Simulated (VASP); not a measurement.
Set up this calculation in VASP 6.6.1, as the native input.

- Task: single point
- Functional: PBEsol
- Potentials or basis: VASP PAW PBE potentials, release 64 (Rh_pv)
- Cutoff: 520 eV
- k mesh: 18 × 18 × 10
- Occupations: gaussian, width 0.5 eV
- Spin: no spin polarisation
- Further INCAR settings: ALGO = Fast; EDIFF = 1e-06

The structure of Rh lies in POSCAR:

```
Rh
1.0
    2.6882900000      0.0000000000      0.0000000000
   -1.3441400000      2.3281200000      0.0000000000
    0.0000000000      0.0000000000      4.3280700000
Rh
2
Direct
    0.3333300000      0.6666700000      0.2500000000
    0.6666700000      0.3333300000      0.7500000000
```

This isn't the form of Rh at room conditions, which is fcc.

These files were run (other wordings do the same):

INCAR

```
ALGO     = Fast           # electronic algorithm
EDIFF    = 1E-6           # SCF threshold, eV
ENCUT    = 520            # plane-wave cutoff, eV
GGA      = PS             # functional
ISIF     = 2              # what is computed and relaxed
ISMEAR   = 0              # smearing method
LASPH    = True           # aspherical terms in the spheres
LCHARG   = False          # write CHGCAR
LREAL    = False          # projectors in reciprocal space
LWAVE    = False          # write WAVECAR
NELM     = 60             # most SCF steps
PREC     = Accurate       # precision mode
SIGMA    = 0.5            # smearing width, eV
```

KPOINTS

```
k-points
0
Gamma
  18 18 10
```

Potentials or basis: VASP PAW PBE potentials, release 64 (Rh_pv).

Launch:

```bash
$ cat potpaw_PBE.64/Rh_pv/POTCAR > POTCAR
$ mpirun -np 1 vasp_std > vasp.out
```

It gave:

* Pressure: 2.1 GPa
* Band gap on the k mesh: none (metal or under the smearing width)

Caveat: the PAW data sets were made with another functional, which shifts forces and pressure a little.

It took 83 s on 1 thread of Intel(R) Xeon(R) 6975P-C (Granite Rapids), with other jobs on the host, peak memory 0.32 GiB.
